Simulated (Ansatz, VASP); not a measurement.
## One calculation of RbBr, two programs

Contents of POSCAR:

```
RbBr
1.0
    4.8646631241      0.0000000000      0.0000000000
   -2.4323315620      4.2129218463      0.0000000000
    0.0000000000      0.0000000000      8.5751009011
Rb Br
2 2
Direct
    0.0000000000      0.0000000000      0.0000000000
    0.0000000000      0.0000000000      0.5000000000
    0.3333333333      0.6666666667      0.2500000000
    0.6666666667      0.3333333333      0.7500000000
```

File INCAR.step1:

```
SYSTEM = RbBr
PREC     = Accurate       ! precision mode
ENCUT    = 520            ! plane-wave cutoff, eV
ISMEAR   = 0              ! smearing method
SIGMA    = 0.01           ! smearing width, eV
LREAL    = .FALSE.        ! projectors in reciprocal space
LASPH    = .TRUE.         ! aspherical terms in the spheres
NELM     = 80             ! most SCF steps
NBANDS   = 24             ! bands
GGA      = PE             ! functional
ALGO     = Normal         ! electronic algorithm
EDIFF    = 1E-4           ! SCF threshold, eV
LWAVE    = .TRUE.         ! write WAVECAR
LCHARG   = .FALSE.        ! write CHGCAR
```

File INCAR.step2:

```
SYSTEM = RbBr
PREC     = Accurate       ! precision mode
ENCUT    = 520            ! plane-wave cutoff, eV
EDIFF    = 1E-6           ! SCF threshold, eV
ISMEAR   = 0              ! smearing method
SIGMA    = 0.01           ! smearing width, eV
LREAL    = .FALSE.        ! projectors in reciprocal space
LASPH    = .TRUE.         ! aspherical terms in the spheres
NELM     = 80             ! most SCF steps
ALGO     = Normal         ! electronic algorithm
ISIF     = 2              ! what is computed and relaxed
LWAVE    = .FALSE.        ! write WAVECAR
LCHARG   = .FALSE.        ! write CHGCAR
METAGGA  = R2SCAN         ! meta-GGA
LMIXTAU  = .TRUE.       
NBANDS   = 24             ! bands
ISTART   = 1
```

Contents of KPOINTS:

```
regular mesh
0
G
  6 6 4
  0 0 0
```

Input for Ansatz:

```yaml
crystal:
  lattice:
    - [4.8646631241, 0.0, 0.0]
    - [-2.432331562, 4.2129218463, 0.0]
    - [0.0, 0.0, 8.5751009011]
  atoms:
    - { symbol: Rb, position: [0.0, 0.0, 0.0] }
    - { symbol: Rb, position: [0.0, 0.0, 0.5] }
    - { symbol: Br, position: [0.3333333333, 0.6666666667, 0.25] }
    - { symbol: Br, position: [0.6666666667, 0.3333333333, 0.75] }
kpoints:
  mp_grid: { grid: [6, 6, 4] }
hamiltonian:
  xc: r2scan
scf:
  occupations: { method: fixed }
  n_extra_bands: 5
output:
  forces: true
  stress: true
  eigenvalues: true
```

Alike in both runs: task single point; functional r2SCAN; k mesh 6 × 6 × 4; no spin polarisation.

|  | VASP | Ansatz |
| --- | --- | --- |
| version | VASP 6.6.1 | Ansatz 0.2.0 |
| potentials or method | VASP PAW PBE potentials, release 64 (Rb_sv, Br) | plane waves, PAW |
| plane-wave cutoff (eV) | 520 | 500 |
| occupations | gaussian, width 0.01 eV | fixed |
| valence electrons in the cell | 32 | 32 |

|  | VASP | Ansatz | Ansatz less VASP |
| --- | --- | --- | --- |
| gap on the k mesh at the Fermi level (eV) | 4.70 | 4.70 | 0.000 |
| pressure (GPa) | -0.7 | -0.7 | -0.01 |
| largest component of the traceless stress (GPa) | 0.07 | 0.08 | +0.002 |

Caveats: the PAW data sets were made with another functional, which shifts forces and pressure a little (VASP). A k mesh can miss the band edges. r2SCAN opens gaps a little over a GGA but as a rule still falls short of measured ones.
